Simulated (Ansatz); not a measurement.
Here is an Ansatz 0.2.0 calculation.

File input.yaml:

```yaml
crystal:
  lattice:
    - [0.0, 1.9465, 1.9465]
    - [1.9465, 0.0, 1.9465]
    - [1.9465, 1.9465, 0.0]
  atoms:
    - { symbol: Pd, position: [0.0, 0.0, 0.0] }
hamiltonian:
  xc: pbesol
  pseudopotentials: { kind: paw }
  dispersion: d3bj
kpoints:
  mp_grid: { grid: [12, 12, 12] }
scf:
  occupations: { method: fermi_dirac, width: 0.05 }
output:
  forces: true
  stress: true
  write_density: true
  write_potential: true
  elf: true
  volumetric_format: npy
relax:
  f_tol: 0.01
  max_steps: 40
  cell: { stress_tol: 0.05 }
```

Potentials or basis: Ansatz PAW.

Launch:

```bash
$ ansatz run input.yaml --threads 2 --pin off --max-ram 5120MiB --backend cpu --events-out ev --progress --plain --runs-dir out
```

**Question.** Estimate the relaxed volume.

**Answer.** 14.05 Å³/atom.

**Question.** Predict the space group after relaxing (to 0.05 Å).

**Answer.** Fm-3m (No. 225).

**Question.** What does it give for the relaxed cell?

**Answer.** a = 2.709 Å, b = 2.709 Å, c = 2.709 Å, α = 60.00°, β = 60.00°, γ = 60.00°.

**Question.** Predict the band gap on the k mesh.

**Answer.** None (metal or under the smearing width).

Step by step:
| step | energy change (eV) | largest force (eV/Å) | volume (Å³) |
| --- | --- | --- | --- |
| 1 | 0.0000 | 0.0000 | 14.75 |
| 2 | -0.0060 | 0.0000 | 13.50 |
| 3 | -0.0224 | 0.0000 | 14.11 |
| 4 | -0.0226 | 0.0000 | 14.06 |
| 5 | -0.0226 | 0.0000 | 14.05 |
| 6 | -0.0224 | 0.0000 | 14.05 |

Caveat: the plane-wave basis is chosen anew once the cell has moved, so the energies of steps on either side of that aren't comparable; pairwise dispersion overbinds metals, which lowers pressure and volume; the PAW data sets come from PBE, with cores solved anew for the run's functional, which leaves a small shift of forces and pressure.
